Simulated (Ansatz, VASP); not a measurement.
# MoS2 in VASP and in Ansatz

File INCAR:

```
  PREC = Accurate
  ENCUT = 520
  EDIFF = 1E-8
  ISMEAR = -1
  SIGMA = 0.03
  LREAL = F
  LASPH = T
  NELM = 100
  ALGO = Normal
  ISIF = 2
  LWAVE = F
  LCHARG = F
  LEFG = T
  NBANDS = 35
```

Contents of KPOINTS:

```
regular mesh
0
Gamma
  10 10 3
```

The input POSCAR:

```
MoS2
1.0
    3.2229977647      0.0000000000      0.0000000000
   -1.6114988823      2.7911979406      0.0000000000
    0.0000000000      0.0000000000     12.5361396517
Mo S
2 4
Direct
    0.3333333333      0.6666666667      0.2500000000
    0.6666666667      0.3333333333      0.7500000000
    0.3333333333      0.6666666667      0.6275000000
    0.6666666667      0.3333333333      0.1275000000
    0.3333333333      0.6666666667      0.8725000000
    0.6666666667      0.3333333333      0.3725000000
```

Input for Ansatz:

```yaml
crystal:
  lattice:
    - [3.2229977647, 0.0, 0.0]
    - [-1.6114988823, 2.7911979406, 0.0]
    - [0.0, 0.0, 12.5361396517]
  atoms:
    - { symbol: Mo, position: [0.3333333333, 0.6666666667, 0.25] }
    - { symbol: Mo, position: [0.6666666667, 0.3333333333, 0.75] }
    - { symbol: S, position: [0.3333333333, 0.6666666667, 0.6275] }
    - { symbol: S, position: [0.6666666667, 0.3333333333, 0.1275] }
    - { symbol: S, position: [0.3333333333, 0.6666666667, 0.8725] }
    - { symbol: S, position: [0.6666666667, 0.3333333333, 0.3725] }
kpoints:
  mp_grid: { grid: [10, 10, 3] }
scf:
  occupations: { method: fermi_dirac, width: 0.03 }
hamiltonian:
  xc: lda
  pseudopotentials: { kind: paw }
output:
  forces: true
  stress: true
  eigenvalues: true
  efg: { contact_densities: true }
```

Change from the starting cell: volume scaled by 1.06, PAW files.

Alike in both runs: task electric field gradients; functional LDA; k mesh 10 × 10 × 3; occupations fermi-dirac, width 0.03 eV; no spin polarisation.

```csv
,VASP,Ansatz
version,VASP 6.6.1,Ansatz 0.2.0
potentials or method,"VASP PAW LDA potentials, release 64 (Mo_sv, S)","PAW with Ansatz's default frozen-core files, scalar-relativistic"
plane-wave cutoff (eV),520,420
valence electrons in the cell,52,52
```

|  | VASP | Ansatz | Ansatz less VASP |
| --- | --- | --- | --- |
| pressure (GPa) | -7.2 | -7.3 | -0.11 |
| largest component of the traceless stress (GPa) | 3.72 | 3.75 | +0.028 |
| rms of the force components (eV/Å) | 0.107 | 0.115 | +0.0079 |
| Vzz of the field gradient on the site that differs most (V/Å²) | -89.7 | -86.0 | +3.71 |

Atom by atom the forces differ by 0.008 eV/Å (rms over components). Ansatz warned: «gradients_without_spin_orbit».

Caveats: an odd mesh through Γ misses points on the zone boundary, where band edges often lie.
